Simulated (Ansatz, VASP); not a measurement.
# Se in VASP and in Ansatz

INCAR

```
SYSTEM = Se
  PREC = Accurate
  ENCUT = 520
  EDIFF = 1E-6
  ISMEAR = 1
  SIGMA = 0.01
  LREAL = .FALSE.
  LASPH = .TRUE.
  NELM = 100
  ALGO = Normal
  ISIF = 2
  LWAVE = .FALSE.
  LCHARG = .FALSE.
  NBANDS = 16
```

KPOINTS

```
Automatic mesh
0
G
  9 9 6
  0 0 0
```

POSCAR

```
Se
1.0
    3.9534579885      0.0000000000      0.0000000000
   -1.9767289943      3.4237950508      0.0000000000
    0.0000000000      0.0000000000      5.1205317866
Se
3
Direct
    0.2543546533      1.0000000000      0.3333333333
    1.0000000000      0.2543546533      0.6666666667
    0.7456453467      0.7456453467      1.0000000000
```

Input for Ansatz:

```yaml
crystal:
  lattice:
    - [3.9534579885, 0.0, 0.0]
    - [-1.9767289943, 3.4237950508, 0.0]
    - [0.0, 0.0, 5.1205317866]
  atoms:
    - { symbol: Se, position: [0.2543546533, 1.0, 0.3333333333] }
    - { symbol: Se, position: [1.0, 0.2543546533, 0.6666666667] }
    - { symbol: Se, position: [0.7456453467, 0.7456453467, 1.0] }
hamiltonian:
  xc: lda
  pseudopotentials:
    kind: paw
    azcp:
      Se: "pseudopotentials/Se.paw.azcp"
basis:
  ecutwfc: 420
  fft_grid_basis: typed
kpoints:
  mp_grid: { grid: [9, 9, 6], shift: [0, 0, 0] }
magnetization:
  spin_polarized: false
scf:
  occupations: { method: methfessel_paxton, width: 0.01 }
  lower_state_search: "off"
output:
  stress: true
  write_density: true
  write_potential: true
  elf: true
  volumetric_format: npy
```

Alike in both runs: task single point; functional LDA; k mesh 9 × 9 × 6; occupations methfessel-paxton of order 1, width 0.01 eV; no spin polarisation.

```csv
,VASP,Ansatz
version,VASP 6.6.1,Ansatz 0.2.0
potentials or method,"VASP PAW LDA potentials, release 64 (Se)","plane waves (420 eV) with PAW, scalar-relativistic"
plane-wave cutoff (eV),520,420
valence electrons in the cell,18,48
```

Ansatz gave:

* gap on the k mesh at the Fermi level (eV): 0.29
* pressure (GPa): 0.0
* largest component of the traceless stress (GPa): 0.02

Problem. What did VASP give for the same quantities?

Solution. gap on the k mesh at the Fermi level (eV): 0.28; pressure (GPa): 0.2; largest component of the traceless stress (GPa): 0.09.

The two sets of potentials don't hold the same shells in valence. Ansatz warned: «pseudo_functional_mismatch».

Caveats: an odd mesh through Γ misses points on the zone boundary, where band edges often lie.
